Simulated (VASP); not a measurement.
Input of a VASP 6.6.1 run:

File INCAR:

```
SYSTEM = SiO2
  PREC = Accurate
  ENCUT = 520
  EDIFF = 1E-7
  ISMEAR = 0
  SIGMA = 0.02
  LREAL = .FALSE.
  LASPH = .TRUE.
  NELM = 80
  ALGO = Normal
  ISIF = 2
  LWAVE = .FALSE.
  LCHARG = .FALSE.
  GGA = PS
```

Contents of KPOINTS:

```
Automatic mesh
0
G
  4 4 4
  0 0 0
```

Contents of POSCAR:

```
SiO2
1.0
    5.0303800000      0.0000000000      0.0000000000
    0.0000000000      5.0303800000      0.0000000000
    0.0000000000      0.0000000000      7.0077700000
Si O
4 8
Direct
    0.2984800000      0.2984800000      0.0000000000
    0.2015200000      0.7984800000      0.2500000000
    0.7015200000      0.7015200000      0.5000000000
    0.7984800000      0.2015200000      0.7500000000
    0.2396000000      0.1022500000      0.1783800000
    0.3977500000      0.7396000000      0.4283800000
    0.7604000000      0.8977500000      0.6783800000
    0.6022500000      0.2604000000      0.9283800000
    0.7396000000      0.3977500000      0.5716200000
    0.8977500000      0.7604000000      0.3216200000
    0.2604000000      0.6022500000      0.0716200000
    0.1022500000      0.2396000000      0.8216200000
```

The input KPOINTS_OPT:

```
path GXMGZRAZ,XR,MA
20
line-mode
reciprocal
 0.0000000000  0.0000000000  0.0000000000  G
 0.0000000000  0.5000000000  0.0000000000  X

 0.0000000000  0.5000000000  0.0000000000  X
 0.5000000000  0.5000000000  0.0000000000  M

 0.5000000000  0.5000000000  0.0000000000  M
 0.0000000000  0.0000000000  0.0000000000  G

 0.0000000000  0.0000000000  0.0000000000  G
 0.0000000000  0.0000000000  0.5000000000  Z

 0.0000000000  0.0000000000  0.5000000000  Z
 0.0000000000  0.5000000000  0.5000000000  R

 0.0000000000  0.5000000000  0.5000000000  R
 0.5000000000  0.5000000000  0.5000000000  A

 0.5000000000  0.5000000000  0.5000000000  A
 0.0000000000  0.0000000000  0.5000000000  Z

 0.0000000000  0.5000000000  0.0000000000  X
 0.0000000000  0.5000000000  0.5000000000  R

 0.5000000000  0.5000000000  0.0000000000  M
 0.5000000000  0.5000000000  0.5000000000  A
```

Potentials or basis: VASP PAW PBE potentials, release 64 (Si, O).

Launch:

```console
$ cat potpaw_PBE.64/Si/POTCAR potpaw_PBE.64/O/POTCAR > POTCAR
$ mpirun -np 1 vasp_std > vasp.out
```

(1) Predict the band gap on the k mesh.

(2) Predict the largest force.

## Answers

(1) 5.56 eV, direct.

(2) 0.006 eV/Å.

Caveat: the PAW data sets were made with another functional, which shifts forces and pressure a little.
